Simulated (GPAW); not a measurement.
# Mo (Im-3m) in GPAW: notebook, part 2 of 2

GPAW 26.7.0. Earlier steps stand in the parts before.

## (4) Relaxation of cell and atoms, PBEsol+D4, target pressure 1 GPa, at which the enthalpy is minimised

The input, run.py:

```python
from ase.calculators.mixing import SumCalculator
from ase.filters import FrechetCellFilter
from ase.io import read, write
from ase.optimize import FIRE
from ase.units import GPa
from dftd4.ase import DFTD4
from gpaw import GPAW, PW, setup_paths

setup_paths.insert(0, '.')

atoms = read('Mo.xyz')

calc = GPAW(mode=PW(600),
            xc='PBEsol',
            kpts={'size': (12, 12, 12), 'gamma': True},
            occupations={'name': 'fermi-dirac', 'width': 0.05},
            nbands=16,
            convergence={'density': 1e-05, 'forces': 0.0001},
            maxiter=150,
            txt='gpaw.txt')
atoms.calc = SumCalculator([calc, DFTD4(method='pbesol')])
opt = FIRE(FrechetCellFilter(atoms, scalar_pressure=1 * GPa), trajectory='relax.traj', logfile='-')
done = opt.run(fmax=0.02, steps=100)
calc.write('gs.gpw')
write('result.traj', atoms)
print('Converged:', done)
print('Cell:', atoms.cell.cellpar().round(4))
print('Volume:', round(atoms.get_volume(), 4))
print(atoms.get_scaled_positions().round(5))
```

The input, Mo.xyz:

```xyz
1
Lattice="-1.5838089719 1.5838089719 1.5838089719 1.5838089719 -1.5838089719 1.5838089719 1.5838089719 1.5838089719 -1.5838089719" Properties=species:S:1:pos:R:3 pbc="T T T"
Mo     0.0000000000      0.0000000000      0.0000000000
```

Potentials or basis: PAW data sets generated in the run's folder for this functional, pw.

On the command line:

```console
gpaw-setup -f PBEsol Mo
OMP_NUM_THREADS=1 python run.py
```

gpaw.txt:

```text
__  _  _
 | _ |_)|_||  |
 |__||  | ||/\| - 26.7.0

Input parameters:
  mode=PW(ecut=600.0),
  convergence={'density': 1e-05, 'forces': 0.0001},
  kpts=MonkhorstPack(size=(12, 12, 12), gamma=True),
  maxiter=150,
  nbands=16,
  occupations=Occupations(name='fermi-dirac', width=0.05),
  xc=XC(name='PBEsol')

Diagonalizing LCAO Hamiltonian
Converting LCAO to pw mode

       Mo

Atoms  # Å, Bohr magnetons
|   | symbol |        x |        y |        z |    initial magnetic moments |
|---|--------|----------|----------|----------|-----------------------------|
| 0 |     Mo | 0.000000 | 0.000000 | 0.000000 | ( 0.0000,  0.0000,  0.0000) |

Unit cell  # Å
| periodic |         x |         y |         z |  lengths |     angles |
|----------|-----------|-----------|-----------|----------|------------|
|      yes | -1.583809 |  1.583809 |  1.583809 | 2.743238 | 109.471221 |
|      yes |  1.583809 | -1.583809 |  1.583809 | 2.743238 | 109.471221 |
|      yes |  1.583809 |  1.583809 | -1.583809 | 2.743238 | 109.471221 |
[... 214 lines left out ...]
No gap
No difference between direct/indirect transitions

Stress tensor  # eV/Ang^3
|         x |        y |         z |
|-----------|----------|-----------|
|  0.062195 | 0.000000 | -0.000000 |
|  0.000000 | 0.062195 |  0.000000 |
| -0.000000 | 0.000000 |  0.062195 |

Forces  # eV/Ang
|        x |       y |       z |
|----------|---------|---------|
| -0.00000 | 0.00000 | 0.00000 |  # Mo   0

Interpolating wave functions to new cell

       Mo
[... 229 lines left out ...]
Stress tensor  # eV/Ang^3
|         x |         y |         z |
|-----------|-----------|-----------|
| -0.006585 |  0.000000 |  0.000000 |
|  0.000000 | -0.006585 | -0.000000 |
|  0.000000 | -0.000000 | -0.006585 |

Forces  # eV/Ang
|       x |       y |        z |
|---------|---------|----------|
| 0.00000 | 0.00000 | -0.00000 |  # Mo   0

Interpolating wave functions to new cell

       Mo
[... 229 lines left out ...]
Stress tensor  # eV/Ang^3
|         x |         y |         z |
|-----------|-----------|-----------|
| -0.110056 | -0.000000 |  0.000000 |
| -0.000000 | -0.110056 | -0.000000 |
|  0.000000 | -0.000000 | -0.110056 |

Forces  # eV/Ang
|        x |        y |        z |
|----------|----------|----------|
| -0.00000 | -0.00000 | -0.00000 |  # Mo   0

Interpolating wave functions to new cell

       Mo
[... 472 lines left out ...]
Stress tensor  # eV/Ang^3
|         x |         y |         z |
|-----------|-----------|-----------|
| -0.059491 | -0.000000 |  0.000000 |
| -0.000000 | -0.059491 | -0.000000 |
|  0.000000 | -0.000000 | -0.059491 |

Forces  # eV/Ang
|       x |        y |       z |
|---------|----------|---------|
| 0.00000 | -0.00000 | 0.00000 |  # Mo   0

Interpolating wave functions to new cell

       Mo
[... 229 lines left out ...]
Stress tensor  # eV/Ang^3
|         x |         y |         z |
|-----------|-----------|-----------|
| -0.023358 |  0.000000 |  0.000000 |
|  0.000000 | -0.023358 | -0.000000 |
|  0.000000 | -0.000000 | -0.023358 |

Forces  # eV/Ang
|       x |        y |       z |
|---------|----------|---------|
| 0.00000 | -0.00000 | 0.00000 |  # Mo   0

Interpolating wave functions to new cell

       Mo
[... 952 lines left out ...]
Stress tensor  # eV/Ang^3
|         x |         y |         z |
|-----------|-----------|-----------|
| -0.025802 |  0.000000 | -0.000000 |
|  0.000000 | -0.025802 |  0.000000 |
| -0.000000 |  0.000000 | -0.025802 |

Forces  # eV/Ang
|       x |       y |       z |
|---------|---------|---------|
| 0.00000 | 0.00000 | 0.00000 |  # Mo   0

Interpolating wave functions to new cell

       Mo
[... 227 lines left out ...]
Stress tensor  # eV/Ang^3
|         x |         y |         z |
|-----------|-----------|-----------|
| -0.026871 |  0.000000 |  0.000000 |
|  0.000000 | -0.026871 |  0.000000 |
|  0.000000 |  0.000000 | -0.026871 |

Forces  # eV/Ang
|       x |       y |        z |
|---------|---------|----------|
| 0.00000 | 0.00000 | -0.00000 |  # Mo   0

Interpolating wave functions to new cell

       Mo
[... 227 lines left out ...]
Stress tensor  # eV/Ang^3
|         x |         y |         z |
|-----------|-----------|-----------|
| -0.028025 |  0.000000 |  0.000000 |
|  0.000000 | -0.028025 |  0.000000 |
|  0.000000 |  0.000000 | -0.028025 |

Forces  # eV/Ang
|       x |       y |       z |
|---------|---------|---------|
| 0.00000 | 0.00000 | 0.00000 |  # Mo   0

# Writing to gs.gpw (mode='')
```

Wall time 79 s (1 thread of Intel Xeon Platinum 8488C (Sapphire Rapids), shared host); peak memory 0.22 GiB.

Results:

| Item | Value |
| --- | --- |
| Free energy | -12.4779 eV |
| Relaxed volume | 15.06 Å³/atom |
| Relaxed cell | a = 2.694 Å, b = 2.694 Å, c = 2.694 Å, α = 109.47°, β = 109.47°, γ = 109.47° |
| Space group after relaxing (to 0.05 Å) | Im-3m (No. 229) |
| Energy change on relaxing (the enthalpy is what falls) | -33.5 meV/atom |
| Ionic steps | 12 |
| Pressure after relaxing | 0.9 GPa |
| Band gap on the k mesh | none (metal or under the smearing width) |
| Dispersion energy per atom | -0.368 eV |

The path:
| step | energy change (eV) | largest force (eV/Å) | pressure (GPa) | volume (Å³) |
| --- | --- | --- | --- | --- |
| 1 | 0.0000 | 0.0000 | -13.20 | 15.89 |
| 2 | -0.0327 | 0.0000 | -2.44 | 15.23 |
| 3 | -0.0067 | 0.0000 | 13.80 | 14.46 |
| 4 | -0.0165 | 0.0000 | 10.85 | 14.59 |
| 5 | -0.0283 | 0.0000 | 5.86 | 14.81 |
| 6 | -0.0336 | 0.0000 | 0.19 | 15.09 |
| 7 | -0.0336 | 0.0000 | 0.24 | 15.09 |
| 8 | -0.0336 | 0.0000 | 0.32 | 15.09 |
| 9 | -0.0336 | 0.0000 | 0.43 | 15.08 |
| 10 | -0.0336 | 0.0000 | 0.58 | 15.07 |
| 11 | -0.0335 | 0.0000 | 0.74 | 15.07 |
| 12 | -0.0335 | 0.0000 | 0.93 | 15.06 |

Final structure:
```xyz
1
Lattice="-1.5555 1.5555 1.5555 1.5555 -1.5555 1.5555 1.5555 1.5555 -1.5555" Properties=species:S:1:pos:R:3 pbc="T T T"
Mo    0.0000    0.0000    0.0000
```

Caveat: later steps reuse the first step's grids; pairwise dispersion overbinds metals, which lowers pressure and volume.

## (5) Relaxation of cell and atoms, RPBE+D3(BJ)

The input, run.py:

```python
from ase.calculators.mixing import SumCalculator
from ase.filters import FrechetCellFilter
from ase.io import read, write
from ase.optimize import BFGS
from dftd3.ase import DFTD3
from gpaw import GPAW, PW

atoms = read('POSCAR')

calc = GPAW(mode=PW(600),
            xc='RPBE',
            kpts={'size': (12, 12, 12), 'gamma': True},
            occupations={'name': 'fermi-dirac', 'width': 0.05},
            nbands=16,
            convergence={'density': 1e-05, 'forces': 0.0001},
            maxiter=150,
            txt='gpaw.txt')
atoms.calc = SumCalculator([calc, DFTD3(method='rpbe', damping='d3bj')])
opt = BFGS(FrechetCellFilter(atoms), trajectory='relax.traj', logfile='-')
done = opt.run(fmax=0.01, steps=40)
calc.write('gs.gpw')
write('result.traj', atoms)
print('Converged:', done)
print('Cell:', atoms.cell.cellpar().round(4))
print('Volume:', round(atoms.get_volume(), 4))
print(atoms.get_scaled_positions().round(5))
```

The input, POSCAR:

```
Mo
1.0
   -1.5838089719      1.5838089719      1.5838089719
    1.5838089719     -1.5838089719      1.5838089719
    1.5838089719      1.5838089719     -1.5838089719
Mo
1
Direct
    0.0000000000      0.0000000000      0.0000000000
```

Potentials or basis: the program's PAW data sets (release 1.2.1) made for this functional, pw.

On the command line:

```console
OMP_NUM_THREADS=1 python run.py
```

Run time: 26 s. Hardware: 1 thread of Intel Xeon Platinum 8488C (Sapphire Rapids), shared host; peak memory 0.18 GiB.

Results (log left out):

```yaml
Free_energy: -15.1669 eV
Relaxed_volume: 13.58 Å³/atom
Relaxed_cell: a = 2.603 Å, b = 2.603 Å, c = 2.603 Å, α = 109.47°, β = 109.47°, γ = 109.47°
Space_group_after_relaxing_to_0.05_Å: Im-3m (No. 229)
Energy_gained_by_relaxing: 361.3 meV/atom
Ionic_steps: 4
Pressure_after_relaxing: 0.0 GPa
Band_gap_on_the_k_mesh: none (metal or under the smearing width)
Dispersion_energy_per_atom: -4.835 eV
```

The path:
| step | energy change (eV) | largest force (eV/Å) | pressure (GPa) | volume (Å³) |
| --- | --- | --- | --- | --- |
| 1 | 0.0000 | 0.0000 | -44.02 | 15.89 |
| 2 | -0.3465 | 0.0000 | 11.79 | 13.18 |
| 3 | -0.3611 | 0.0000 | -1.63 | 13.64 |
| 4 | -0.3613 | 0.0000 | -0.03 | 13.58 |

Final structure:
```cif
data_structure
_symmetry_space_group_name_H-M 'P 1'
_symmetry_Int_Tables_number 1
_cell_length_a 2.6031
_cell_length_b 2.6031
_cell_length_c 2.6031
_cell_angle_alpha 109.471
_cell_angle_beta 109.471
_cell_angle_gamma 109.471
_cell_volume 13.58
loop_
_atom_site_label
_atom_site_type_symbol
_atom_site_fract_x
_atom_site_fract_y
_atom_site_fract_z
_atom_site_occupancy
Mo1 Mo 0.00000 0.00000 0.00000 1
```

Levels at points of the mesh, in eV from the Fermi level:
| k point | band 3 | band 4 | band 5 | band 6 | band 7 | band 8 | band 9 | band 10 | band 11 | band 12 |
| --- | --- | --- | --- | --- | --- | --- | --- | --- | --- | --- |
| (0.00, 0.00, 0.00) | -34.33 | -34.33 | -7.50 | -1.63 | -1.63 | -1.63 | 1.88 | 1.88 | 15.47 | 15.47 |
| (0.50, 0.50, 0.00) | -34.98 | -34.35 | -6.11 | -4.05 | 2.02 | 2.31 | 2.75 | 5.75 | 12.52 | 13.97 |
| (0.50, 0.50, 0.50) | -35.75 | -35.75 | -6.51 | -6.51 | 4.79 | 4.79 | 4.79 | 10.39 | 10.39 | 10.39 |

Caveat: later steps reuse the first step's grids; pairwise dispersion overbinds metals, which lowers pressure and volume.

## (6) Summary

| level | potentials or basis | cell | optimizer | fmax | max steps | target pressure | gap on the mesh (eV) | pressure (GPa) | relaxed volume (Å³/atom) |
| --- | --- | --- | --- | --- | --- | --- | --- | --- | --- |
| PBE+D4 | GPAW PAW data sets (gpaw-data 1.2.1), pw | relaxed to 1 GPa | BFGS | 0.05 eV/Å | 60 | 1 GPa | none | 1.0 | - |
| PBEsol+D3(BJ) | PAW data sets generated in the run's folder for this functional, pw | relaxed | LBFGS | 0.02 eV/Å | 100 | - | none | -0.2 | 14.89 |
| PBEsol+D4 | PAW data sets generated in the run's folder for this functional, pw | relaxed to 1 GPa | FIRE | 0.02 eV/Å | 100 | 1 GPa | none | 0.9 | - |
| RPBE+D3(BJ) | the program's PAW data sets (release 1.2.1) made for this functional, pw | relaxed | BFGS | 0.01 eV/Å | 40 | - | none | 0.0 | 13.58 |

Alike in all rows: task relaxation of cell and atoms; no spin polarisation; k mesh 12 × 12 × 12; cutoff (eV) 600; smearing fermi-dirac 0.05 eV.

Caveats: later steps reuse the first step's grids; pairwise dispersion overbinds metals, which lowers pressure and volume.

Total energies depend on the potentials used, so only differences within one code and one set of settings carry meaning.
